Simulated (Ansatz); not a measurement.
## AlH3 (Fd-3m): the host for defect calculations

Aim: the runs on the perfect crystal AlH3 (Fd-3m) that a defect calculation needs first.

Method: plane-wave PAW DFT, PBEsol; relaxation of the defect-free supercell from random displacements, a test of the host's stability, in Ansatz 0.2.0.

### Step 1. The starting structure

The cell holds 64 atoms: 16 Al and 48 H. Cell: a = 9.021 Å, b = 9.021 Å, c = 9.021 Å, α = 90.0°, β = 90.0°, γ = 90.0°.

### Step 2. Defect free supercell relaxed from displaced atoms

The input displaces the atoms at random before the relaxation, so that it can leave a symmetric saddle if there is one.

Input file pristine.rattled/input.yaml:

```yaml
crystal:
  lattice:
    - [9.021027576, 0.0, 0.0]
    - [0.0, 9.021027576, 0.0]
    - [0.0, 0.0, 9.021027576]
  atoms:
    - { symbol: Al, position: [0.125, 0.375, 0.875] }
    - { symbol: Al, position: [0.125, 0.875, 0.375] }
    - { symbol: Al, position: [0.625, 0.375, 0.375] }
    - { symbol: Al, position: [0.625, 0.875, 0.875] }
    - { symbol: Al, position: [0.375, 0.125, 0.875] }
    - { symbol: Al, position: [0.375, 0.625, 0.375] }
    - { symbol: Al, position: [0.875, 0.125, 0.375] }
    - { symbol: Al, position: [0.875, 0.625, 0.875] }
    - { symbol: Al, position: [0.375, 0.375, 0.625] }
    - { symbol: Al, position: [0.375, 0.875, 0.125] }
    - { symbol: Al, position: [0.875, 0.375, 0.125] }
    - { symbol: Al, position: [0.875, 0.875, 0.625] }
    - { symbol: Al, position: [0.125, 0.125, 0.625] }
    - { symbol: Al, position: [0.125, 0.625, 0.125] }
    - { symbol: Al, position: [0.625, 0.125, 0.125] }
    - { symbol: Al, position: [0.625, 0.625, 0.625] }
    - { symbol: H, position: [0.0, 0.0, 0.3032992832] }
    - { symbol: H, position: [0.0, 0.5, 0.8032992832] }
    - { symbol: H, position: [0.5, 0.0, 0.8032992832] }
    - { symbol: H, position: [0.5, 0.5, 0.3032992832] }
    - { symbol: H, position: [0.0, 0.0, 0.6967007168] }
    - { symbol: H, position: [0.0, 0.5, 0.1967007168] }
    - { symbol: H, position: [0.5, 0.0, 0.1967007168] }
    - { symbol: H, position: [0.5, 0.5, 0.6967007168] }
    - { symbol: H, position: [0.0, 0.3032992832, 0.0] }
    - { symbol: H, position: [0.0, 0.8032992832, 0.5] }
    - { symbol: H, position: [0.5, 0.3032992832, 0.5] }
    - { symbol: H, position: [0.5, 0.8032992832, 0.0] }
    - { symbol: H, position: [0.0, 0.1967007168, 0.5] }
    - { symbol: H, position: [0.0, 0.6967007168, 0.0] }
    - { symbol: H, position: [0.5, 0.1967007168, 0.0] }
    - { symbol: H, position: [0.5, 0.6967007168, 0.5] }
    - { symbol: H, position: [0.3032992832, 0.0, 0.0] }
    - { symbol: H, position: [0.3032992832, 0.5, 0.5] }
    - { symbol: H, position: [0.8032992832, 0.0, 0.5] }
    - { symbol: H, position: [0.8032992832, 0.5, 0.0] }
    - { symbol: H, position: [0.1967007168, 0.0, 0.5] }
    - { symbol: H, position: [0.1967007168, 0.5, 0.0] }
    - { symbol: H, position: [0.6967007168, 0.0, 0.0] }
    - { symbol: H, position: [0.6967007168, 0.5, 0.5] }
    - { symbol: H, position: [0.25, 0.25, 0.9467007168] }
    - { symbol: H, position: [0.25, 0.75, 0.4467007168] }
    - { symbol: H, position: [0.75, 0.25, 0.4467007168] }
    - { symbol: H, position: [0.75, 0.75, 0.9467007168] }
    - { symbol: H, position: [0.25, 0.25, 0.5532992832] }
    - { symbol: H, position: [0.25, 0.75, 0.0532992832] }
    - { symbol: H, position: [0.75, 0.25, 0.0532992832] }
    - { symbol: H, position: [0.75, 0.75, 0.5532992832] }
    - { symbol: H, position: [0.25, 0.4467007168, 0.75] }
    - { symbol: H, position: [0.25, 0.9467007168, 0.25] }
    - { symbol: H, position: [0.75, 0.4467007168, 0.25] }
    - { symbol: H, position: [0.75, 0.9467007168, 0.75] }
    - { symbol: H, position: [0.25, 0.0532992832, 0.75] }
    - { symbol: H, position: [0.25, 0.5532992832, 0.25] }
    - { symbol: H, position: [0.75, 0.0532992832, 0.25] }
    - { symbol: H, position: [0.75, 0.5532992832, 0.75] }
    - { symbol: H, position: [0.4467007168, 0.25, 0.75] }
    - { symbol: H, position: [0.4467007168, 0.75, 0.25] }
    - { symbol: H, position: [0.9467007168, 0.25, 0.25] }
    - { symbol: H, position: [0.9467007168, 0.75, 0.75] }
    - { symbol: H, position: [0.0532992832, 0.25, 0.75] }
    - { symbol: H, position: [0.0532992832, 0.75, 0.25] }
    - { symbol: H, position: [0.5532992832, 0.25, 0.25] }
    - { symbol: H, position: [0.5532992832, 0.75, 0.75] }
basis:
  ecutwfc: 420
  xc_grid: 2
hamiltonian:
  xc: pbesol
kpoints:
  mp_grid: { grid: [1, 1, 1], shift: [0.25, 0.25, 0.25] }
scf:
  occupations: { method: fermi_dirac, width: 0.01 }
  max_iter: 80
output:
  forces: true
relax:
  f_tol: 0.01
  max_steps: 120
  random_displacement: { amplitude: 0.08, seed: 6881 }
checkpoint:
  write: "../pristine.rattled.run"
  compress: false
  write_wavefunctions: false
  write_every: 100000
```

The run is started by

```bash
$ ansatz run input.yaml --threads 4 --pin off --max-ram 7536MiB --backend cpu --events-out ev --progress --plain --runs-dir out
```

Numbers of over 12 decimals in the logs are rounded to 6 here.

The program printed:

```text
[... repeated set-up lines and file paths are left out, and long positions are rounded to six places ...]
Engine: ansatz 0.2.0, aarch64-unknown-linux-gnu
Pseudopotentials: kind: paw
Pseudopotential: Al, paw, valence charge 3, recommended cutoff 420 eV (normal), Al.paw.azcp
Pseudopotential: H, paw, valence charge 1, recommended cutoff 420 eV (normal), H.paw.azcp
Functional definition: PBEsol
  exchange = pbesol_x
  correlation = pbesol_c
Crystal: 64 atoms, lattice volume = 734.122 Å³
Basis set: ecut = 420 eV, 14363 PW (Γ), exchange–correlation on 128×128×128 points (8 copies of the dense FFT grid, shifted against one another)
Bands: 112, of which v1, the nominal top of the filled ones, is band 48 counted from 1 (47 counted from 0)
Symmetry: 1 space group operations
k-points: 1
Non-local potential: Al, projectors of the file, l = 0: 2, l = 1: 2, l = 2: 1
Non-local potential: H, projectors of the file, l = 0: 2, l = 1: 1
PAW form: soft (Blöchl's): semilocal exchange-correlation on the pseudo side does not see the compensation charge
PAW frozen core: Al, regenerated for the run's functional, and the local potential with it (the file was generated under x = pbe(κ = 0.804, μ = 0.219515), c = pbe(β = 0.066725))
PAW one-centre angular grid: Al, 110 points (default); XC on 64 Gauss nodes
PAW one-centre angular grid: H, 110 points (default); XC on 64 Gauss nodes
Initial density: superposition of atomic densities (neutral atoms: chi_scale 0, normalization atom), corrected by the library's trained network
Initial wavefunctions: pseudopotential atomic-orbital guess
Functional: x = pbesol(κ = 0.804, μ = 0.123457), c = pbesol(β = 0.046)
SCF iter   1: F=—  HF=-9141.941130 eV  |F-HF|=—  |Δ(HF+E_count)|=         —  Δρ=7.55e-3  dr2=3.09e-1  ethr=1.77e-3  ⟨swp⟩=6.0  Hψ=563  notcnv=0  defer=41
preconditioner: auto → Resta (q_TF=auto, 1.944 Å⁻¹)  ε∞=2.6  [insulator: Δε(μ)=3.583 eV  Ē_g=10.690 eV  σ=0.010 eV  W_gap=1.00  n_scr=80 (ndim 8)  ℏωp=13.4 eV  f_vac=0.152  D(μ)=0.00/eV (n_scr^D=0)  ε∞_Penn≈2.6  vacuum switching on, ρ_ref=8.3e-3 e/Å³]
SCF iter   2: F=—  HF=-9141.873458 eV  |F-HF|=—  |Δ(HF+E_count)|=   6.77e-2  Δρ=3.28e-3  dr2=6.02e-2  ethr=3.22e-4  ⟨swp⟩=2.0  Hψ=136  notcnv=0  defer=57
SCF iter   3: F=—  HF=-9141.859658 eV  |F-HF|=—  |Δ(HF+E_count)|=   1.38e-2  Δρ=2.57e-4  dr2=1.02e-3  ethr=6.28e-5  ⟨swp⟩=3.0  Hψ=110  notcnv=0  defer=57
SCF iter   4: F=—  HF=-9141.860126 eV  |F-HF|=—  |Δ(HF+E_count)|=   4.68e-4  Δρ=8.36e-5  dr2=9.31e-5  ethr=1.06e-6  ⟨swp⟩=2.0  Hψ=103  notcnv=0  defer=57
SCF iter   5: F=—  HF=-9141.860182 eV  |F-HF|=—  |Δ(HF+E_count)|=   5.56e-5  Δρ=2.01e-5  dr2=3.67e-6  ethr=9.70e-8  ⟨swp⟩=3.0  Hψ=103  notcnv=0  defer=57
SCF iter   6: F=-9141.860188 eV  HF=-9141.860188 eV  |F-HF|=1.24e-7  |Δ(HF+E_count)|=   6.38e-6  Δρ=4.63e-6  dr2=3.70e-7  ethr=2.60e-9  ⟨swp⟩=4.0  Hψ=251  notcnv=0
SCF 1 converged in 6 iterations: F = -9141.860188 eV  dr2 = 3.70e-7
  greatest PAW one-centre occupation: 0.404 electrons in one spin orbital (limit 2), on the Al atom at site 8 (counted from 0), in its partial waves of l = 0
relax step   1: F+E_penalty+E_count = -9141.86018781 eV  Δ(F+E_penalty+E_count) = +0.000e0 eV  max|allowed force component| = 1.704e0 eV/Å  Δτ_max = 0.0000 Å  (6 SCF iters, dr2 threshold 2.50e-6 eV, accepted)
[... the SCF cycles and remarks between the steps are left out from here to the last step ...]
relax step   2: F+E_penalty+E_count = -9143.16457183 eV  Δ(F+E_penalty+E_count) = -1.304e0 eV  max|allowed force component| = 6.347e-1 eV/Å  Δτ_max = 0.1375 Å  (5 SCF iters, dr2 threshold 1.00e-4 eV, accepted)
relax step   3: F+E_penalty+E_count = -9143.41377044 eV  Δ(F+E_penalty+E_count) = -2.492e-1 eV  max|allowed force component| = 2.136e-2 eV/Å  Δτ_max = 0.0759 Å  (5 SCF iters, dr2 threshold 2.52e-5 eV, accepted)
relax step   4: F+E_penalty+E_count = -9143.41377061 eV  Δ(F+E_penalty+E_count) = -1.666e-7 eV  max|allowed force component| = 2.139e-2 eV/Å  Δτ_max = 0.0000 Å  (3 SCF iters, accepted)
relax step   5: F+E_penalty+E_count = -9143.38000230 eV  Δ(F+E_penalty+E_count) = +3.377e-2 eV  max|allowed force component| = 1.230e-1 eV/Å  Δτ_max = 0.0356 Å  (6 SCF iters, rejected (line search))
SCF iter   1: F=—  HF=-9143.427585 eV  |F-HF|=—  |Δ(HF+E_count)|=         —  Δρ=2.50e-3  dr2=4.48e-2  ethr=4.39e-4  ⟨swp⟩=3.0  Hψ=193  notcnv=0  defer=57
SCF iter   2: F=—  HF=-9143.416106 eV  |F-HF|=—  |Δ(HF+E_count)|=   1.15e-2  Δρ=1.16e-3  dr2=7.23e-3  ethr=4.67e-5  ⟨swp⟩=2.0  Hψ=136  notcnv=0  defer=57
SCF iter   3: F=—  HF=-9143.414309 eV  |F-HF|=—  |Δ(HF+E_count)|=   1.80e-3  Δρ=1.61e-4  dr2=1.30e-4  ethr=7.53e-6  ⟨swp⟩=2.0  Hψ=103  notcnv=0  defer=57
SCF iter   4: F=—  HF=-9143.414295 eV  |F-HF|=—  |Δ(HF+E_count)|=   1.42e-5  Δρ=1.49e-5  dr2=2.01e-6  ethr=1.36e-7  ⟨swp⟩=3.0  Hψ=103  notcnv=0  defer=57
SCF iter   5: F=—  HF=-9143.414778 eV  |F-HF|=—  |Δ(HF+E_count)|=   4.83e-4  Δρ=2.50e-6  dr2=8.60e-8  ethr=1.04e-10  ⟨swp⟩=5.0  Hψ=271  notcnv=0
SCF iter   6: F=-9143.414778 eV  HF=-9143.414778 eV  |F-HF|=7.81e-9  |Δ(HF+E_count)|=   1.10e-7  Δρ=6.59e-7  dr2=6.88e-9  ethr=8.96e-11  ⟨swp⟩=2.0  Hψ=267  notcnv=0
SCF 6 converged in 6 iterations: F = -9143.414778 eV  dr2 = 6.88e-9
relax step   6: F+E_penalty+E_count = -9143.41477781 eV  Δ(F+E_penalty+E_count) = -1.007e-3 eV  max|allowed force component| = 5.948e-3 eV/Å  Δτ_max = 0.0108 Å  (6 SCF iters, accepted)
SCF converged after 6 iterations
Free energy (F): -9143.414778 eV
Harris-Foulkes:  -9143.414778 eV  (|F-HF|=7.81e-9)
Internal energy: -9143.414778 eV  (E = F + TS)
E sigma→0 (E₀):  -9143.414778 eV
Fermi energy:    1.318611 eV
--- Per-component energies (eV) ---
  E_band       = -385.658209
  E_kinetic    = 1046.436831
  E_local      = -1601.323110  (includes V_loc(G=0)·N_el)
  E_nonlocal   = 226.488841
  E_hartree    = 525.991972
  E_xc         = -1056.166038
  E_vxc        = -1021.242481  (∫ρ·V_xc dr)
  E_paw        = -7299.306563  (= ΣΔE_a)
  E_vpaw       = -87.942909  (= ΣTr[D̂ρ^β])
  E_aug_tail   = -0.059278  (compensation charges beyond the density's cutoff)
  E_ewald      = -985.783657
  E_core_change = 0.306224  (= ΣΔE_core)
  E_smearing   = -0.000000  (= −TS)
  E_closure    = 0.000000  (closes the sum)
  Σ components = -9143.414778   (vs F -9143.414778, Δ=0.00e0)
--- Forces (eV/Å), atoms counted from 1 ---
  atom   1  Al     0.00193273     0.00119295    -0.00199827
  atom   2  Al    -0.00040128    -0.00343645     0.00458375
  atom   3  Al     0.00177931    -0.00102158     0.00461506
  atom   4  Al    -0.00057495     0.00594786    -0.00083513
  atom   5  Al    -0.00270817    -0.00140278     0.00278814
  atom   6  Al    -0.00050109    -0.00409303    -0.00315191
  atom   7  Al     0.00315733     0.00203665    -0.00417199
  atom   8  Al    -0.00005393     0.00111113     0.00349150
  atom   9  Al     0.00116955     0.00132710     0.00125470
  atom  10  Al     0.00215183     0.00006357     0.00263706
  atom  11  Al     0.00078502    -0.00520805    -0.00418706
  atom  12  Al    -0.00375353    -0.00299843    -0.00054577
  atom  13  Al     0.00034938    -0.00134020    -0.00164950
  atom  14  Al    -0.00186909     0.00545386    -0.00195869
  atom  15  Al    -0.00059681     0.00060738     0.00232241
  atom  16  Al    -0.00252644     0.00126107     0.00038325
  atom  17  H     -0.00115057     0.00184896    -0.00203528
  atom  18  H      0.00156229    -0.00345081    -0.00402345
  atom  19  H      0.00277949    -0.00408018     0.00002495
  atom  20  H     -0.00368508     0.00437395    -0.00071805
  atom  21  H      0.00087123     0.00196353     0.00150446
  atom  22  H      0.00167855     0.00213302    -0.00020525
  atom  23  H      0.00403829     0.00044524     0.00271166
  atom  24  H      0.00041703     0.00153178     0.00004321
  atom  25  H     -0.00107302     0.00076973     0.00041818
  atom  26  H      0.00264898    -0.00207096    -0.00211487
  atom  27  H      0.00125005    -0.00151012     0.00091567
  atom  28  H     -0.00071188    -0.00330682    -0.00127716
  atom  29  H      0.00124384    -0.00015117     0.00347354
  atom  30  H      0.00458731    -0.00048194     0.00299096
  atom  31  H      0.00062553     0.00360087     0.00247463
  atom  32  H      0.00315006     0.00028679     0.00366819
  atom  33  H     -0.00212630     0.00223352    -0.00078300
  atom  34  H     -0.00200663     0.00363213    -0.00480535
  atom  35  H     -0.00358201    -0.00150252     0.00313179
  atom  36  H     -0.00414011    -0.00120170    -0.00032421
  atom  37  H      0.00071906    -0.00312648     0.00217109
  atom  38  H     -0.00040482     0.00122460    -0.00052115
  atom  39  H      0.00010253    -0.00283858    -0.00319528
  atom  40  H     -0.00051008    -0.00125330    -0.00218648
  atom  41  H      0.00293213    -0.00139577     0.00074788
  atom  42  H     -0.00539136     0.00364921     0.00274191
  atom  43  H     -0.00222620     0.00205440     0.00137956
  atom  44  H     -0.00128509     0.00066177     0.00198106
  atom  45  H     -0.00004023    -0.00257489     0.00157975
  atom  46  H     -0.00170783     0.00040039    -0.00173960
  atom  47  H     -0.00147208     0.00156801    -0.00030892
  atom  48  H     -0.00050043     0.00031838     0.00004604
  atom  49  H     -0.00080993     0.00112780     0.00101373
  atom  50  H      0.00189067     0.00098996     0.00098127
  atom  51  H     -0.00312329     0.00203364     0.00045259
  atom  52  H      0.00107563     0.00286026    -0.00195464
  atom  53  H     -0.00014291    -0.00063219    -0.00040847
  atom  54  H      0.00251064    -0.00350612     0.00075556
  atom  55  H     -0.00297016    -0.00074260    -0.00267236
  atom  56  H     -0.00376254    -0.00023228    -0.00128319
  atom  57  H      0.00346163     0.00029124     0.00173480
  atom  58  H      0.00111819     0.00147292    -0.00265427
  atom  59  H      0.00327860    -0.00013001     0.00170468
  atom  60  H      0.00169448     0.00204957    -0.00150207
  atom  61  H     -0.00076932    -0.00052611    -0.00167755
  atom  62  H     -0.00006654    -0.00005547    -0.00111816
  atom  63  H      0.00336267    -0.00356529    -0.00137298
  atom  64  H     -0.00167777    -0.00469165    -0.00333458
  max |Σ_I F_I| component: 8.41e-6 eV/Å
--- Relaxed structure (6 steps of the walk, 5 accepted, 0 SCFs on fresh bases) ---
  F+E_penalty+E_count = -9143.41477781 eV   max|allowed force component| = 5.948e-3 eV/Å
  atoms:
    - { symbol: Al, position: [0.125076, 0.374944, 0.873668] }
    - { symbol: Al, position: [0.124972, 0.875313, 0.373248] }
    - { symbol: Al, position: [0.624883, 0.375194, 0.373337] }
    - { symbol: Al, position: [0.625205, 0.875032, 0.873597] }
    - { symbol: Al, position: [0.375040, 0.124907, 0.873039] }
    - { symbol: Al, position: [0.375201, 0.625477, 0.373674] }
    - { symbol: Al, position: [0.874654, 0.124966, 0.373508] }
    - { symbol: Al, position: [0.875245, 0.625106, 0.873565] }
    - { symbol: Al, position: [0.374965, 0.375287, 0.623451] }
    - { symbol: Al, position: [0.374838, 0.875052, 0.123223] }
    - { symbol: Al, position: [0.875006, 0.375029, 0.123554] }
    - { symbol: Al, position: [0.875287, 0.875121, 0.623610] }
    - { symbol: Al, position: [0.124922, 0.125461, 0.623173] }
    - { symbol: Al, position: [0.125076, 0.624802, 0.123731] }
    - { symbol: Al, position: [0.624769, 0.125221, 0.123381] }
    - { symbol: Al, position: [0.625321, 0.625017, 0.623559] }
    - { symbol: H, position: [-0.000488, -0.000131, 0.301994] }
    - { symbol: H, position: [0.000295, 0.500174, 0.802407] }
    - { symbol: H, position: [0.500190, -1.905210609483336e-5, 0.801859] }
    - { symbol: H, position: [0.500077, 0.500370, 0.302118] }
    - { symbol: H, position: [5.338878971301453e-5, 5.1748008597313074e-5, 0.695440] }
    - { symbol: H, position: [-7.341472713217217e-5, 0.499614, 0.195864] }
    - { symbol: H, position: [0.499209, 0.000318, 0.195263] }
    - { symbol: H, position: [0.500117, 0.499802, 0.695638] }
    - { symbol: H, position: [-2.075834588932715e-5, 0.303503, -0.001470] }
    - { symbol: H, position: [0.000255, 0.803905, 0.498568] }
    - { symbol: H, position: [0.499620, 0.303927, 0.498111] }
    - { symbol: H, position: [0.500175, 0.803731, -0.001445] }
    - { symbol: H, position: [-0.000499, 0.197382, 0.498120] }
    - { symbol: H, position: [-6.499427359241898e-5, 0.697073, -0.001449] }
    - { symbol: H, position: [0.499829, 0.197039, -0.002174] }
    - { symbol: H, position: [0.500168, 0.697377, 0.498390] }
    - { symbol: H, position: [0.303595, -0.000398, -0.002264] }
    - { symbol: H, position: [0.303755, 0.500647, 0.498850] }
    - { symbol: H, position: [0.803631, -6.472453639617422e-5, 0.498542] }
    - { symbol: H, position: [0.803897, 0.500097, -0.001445] }
    - { symbol: H, position: [0.197007, 0.000697, 0.497562] }
    - { symbol: H, position: [0.197271, 0.499461, -0.001230] }
    - { symbol: H, position: [0.697112, -6.546509302172282e-5, -0.001514] }
    - { symbol: H, position: [0.697224, 0.499797, 0.498355] }
    - { symbol: H, position: [0.249976, 0.249735, 0.944709] }
    - { symbol: H, position: [0.250424, 0.750755, 0.444787] }
    - { symbol: H, position: [0.749665, 0.249988, 0.444781] }
    - { symbol: H, position: [0.750281, 0.750100, 0.944959] }
    - { symbol: H, position: [0.249789, 0.250957, 0.551073] }
    - { symbol: H, position: [0.250361, 0.749793, 0.051414] }
    - { symbol: H, position: [0.750163, 0.250227, 0.051362] }
    - { symbol: H, position: [0.750568, 0.750148, 0.551514] }
    - { symbol: H, position: [0.250224, 0.446460, 0.748823] }
    - { symbol: H, position: [0.249530, 0.946599, 0.247815] }
    - { symbol: H, position: [0.750166, 0.446480, 0.248595] }
    - { symbol: H, position: [0.750353, 0.946356, 0.748749] }
    - { symbol: H, position: [0.250280, 0.053080, 0.748021] }
    - { symbol: H, position: [0.250217, 0.553182, 0.249096] }
    - { symbol: H, position: [0.749660, 0.052990, 0.248826] }
    - { symbol: H, position: [0.750608, 0.552896, 0.748667] }
    - { symbol: H, position: [0.446277, 0.249972, 0.748077] }
    - { symbol: H, position: [0.446405, 0.750491, 0.248627] }
    - { symbol: H, position: [0.946060, 0.249853, 0.248443] }
    - { symbol: H, position: [0.946697, 0.750158, 0.748684] }
    - { symbol: H, position: [0.052871, 0.250373, 0.748637] }
    - { symbol: H, position: [0.052916, 0.750049, 0.248841] }
    - { symbol: H, position: [0.552527, 0.250698, 0.248286] }
    - { symbol: H, position: [0.553265, 0.750224, 0.748771] }
```

Run time: 34 s. Hardware: 4 threads of Arm Neoverse N1, shared host; peak memory 0.76 GiB.

Relaxation path:

```
step  energy less that of the first step (eV)  largest force component (eV/Å)
   1                                   0.0000                          1.7036
   2                                  -1.3044                          0.6347
   3                                  -1.5536                          0.0214
   4                                  -1.5536                          0.0214
   5                                  -1.5198                          0.1230
   6                                  -1.5546                          0.0059
```

Relaxation step 5 was tried and not accepted.

The relaxation ends 24 meV an atom lower than the displaced start, with a largest force component of 0.0059 eV/Å.

### Step 3. Outcome

| Property | Result |
| --- | --- |
| symmetric supercell less the displaced and relaxed one | 0.000 eV |

The energy fell by 1.555 eV from the randomly displaced start; against the sites as typed, H45 ends farthest off, by 0.01 Å, once the mean shift is taken out. The displaced cell ends within 0.01 eV of the symmetric one, so no lower structure shows in this supercell. All at zero temperature.

[Logs are printed without paths, hosts, clocks, repeated set-up lines and the standing remarks that a program may print on its own settings, such as how far it seeks lower states.]

[Hosts, paths, dates, database ids (printed as entryN), source tags and the programs' standing remarks are cut or masked in the printed files.]

[Runs of the host that timed out are not shown.]

[For some hosts the program warned that the k-mesh of the response run may be too coarse for force constants and the static dielectric constant; such warnings are not always shown.]
